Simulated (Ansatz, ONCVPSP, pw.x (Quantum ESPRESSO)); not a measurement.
**pw.x on sc Pt: one setting changed**

Potential: optimised norm-conserving Vanderbilt (ONCV), ONCVPSP 4.0.1.1 (patched build), PBE; core [Kr] 4d10 4f14, reference 5s2 5p6 5d9 6s1; waves: 5s+6s: rc 1.30 bohr, ncon 4, nbas 7, qcut 8.1 1/bohr, 3 projectors, debl 0.6 Ha; 5p: rc 1.65 bohr, ncon 4, nbas 8, qcut 8.7 1/bohr, 2 projectors, debl 3.9 Ha; 5d: rc 1.60 bohr, ncon 4, nbas 8, qcut 6.7 1/bohr, 2 projectors, debl 1.8 Ha; local part: polynomial inside 1.05 bohr (lpopt 5, dvloc0 0 Ha); core correction: none.

The reference run (k-mesh 12³, cutoffs 115/460 Ry, Fermi–Dirac 0.01 Ry, mixing_beta 0.4, conv_thr 1e-9, no spin) gives -2.86 GPa at 18.193 Å³/atom, where all-electron LAPW gives -0.80 GPa. This run, with its own iteration cap, changes k-mesh points per axis to 6.

```
&control
  calculation='scf', prefix='x', pseudo_dir='./', outdir='./tmp', tstress=.true., disk_io='none'
/
&system
  ibrav=0, nat=1, ntyp=1, ecutwfc=115, ecutrho=460, nbnd=17,
  occupations='smearing', smearing='fd', degauss=0.01
/
&electrons
  conv_thr=1e-09, mixing_beta=0.4, electron_maxstep=60
/
ATOMIC_SPECIES
Pt 1.0 Pt.UPF
CELL_PARAMETERS angstrom
  2.63007484 0.00000000 0.00000000
  0.00000000 2.63007484 0.00000000
  0.00000000 0.00000000 2.63007484
ATOMIC_POSITIONS crystal
Pt 0.0000 0.0000 0.0000
K_POINTS automatic
6 6 6 0 0 0
```

```bash
pw.x < Pt.scf.in > Pt.scf.out
```

How does the run end?

It converges in 8 iterations; the free energy moves by +108.2 meV/atom and the pressure by +0.86 GPa.

```
Message from routine setup:
     using ibrav=0 with symmetry is DISCOURAGED, use correct ibrav instead
     lattice parameter (alat)  =       4.9701  a.u.
     unit-cell volume          =     122.7724 (a.u.)^3
     number of electrons       =        18.00
     number of Kohn-Sham states=           17
     kinetic-energy cutoff     =     115.0000  Ry
     charge density cutoff     =     460.0000  Ry
     scf convergence threshold =      1.0E-09
     Exchange-correlation= PBE
     number of k points=    20  Fermi-Dirac smearing, width (Ry)=  0.0100
     iteration #  1     ecut=   115.00 Ry     beta= 0.40
     total energy              =    -240.92967331 Ry
     estimated scf accuracy    <       0.08019162 Ry
     iteration #  2     ecut=   115.00 Ry     beta= 0.40
     total energy              =    -240.94358325 Ry
     estimated scf accuracy    <       0.00155748 Ry
     iteration #  3     ecut=   115.00 Ry     beta= 0.40
     total energy              =    -240.94373708 Ry
     estimated scf accuracy    <       0.00052985 Ry
     [... 2 iterations left out ...]
     iteration #  6     ecut=   115.00 Ry     beta= 0.40
     total energy              =    -240.94377771 Ry
     estimated scf accuracy    <       0.00000049 Ry
     iteration #  7     ecut=   115.00 Ry     beta= 0.40
     total energy              =    -240.94377775 Ry
     estimated scf accuracy    <       0.00000003 Ry
     iteration #  8     ecut=   115.00 Ry     beta= 0.40
     the Fermi energy is    18.0403 ev
!    total energy              =    -240.94377776 Ry
     estimated scf accuracy    <          5.0E-10 Ry
     smearing contrib. (-TS)   =      -0.00828372 Ry
     The total energy is F=E-TS. E is the sum of the following terms:
     one-electron contribution =     -80.22940101 Ry
     hartree contribution      =      47.48408795 Ry
     xc contribution           =     -23.22801236 Ry
     ewald contribution        =    -184.96216861 Ry
     convergence has been achieved in   8 iterations
          total   stress  (Ry/bohr**3)                   (kbar)     P=      -19.98
     Message from routine punch:
     Nothing written, as per user request (disk_io='none')
```

The run took about 18 s on one core of a shared host (Neoverse-N1, 64 threads, 124 GiB, load 52).
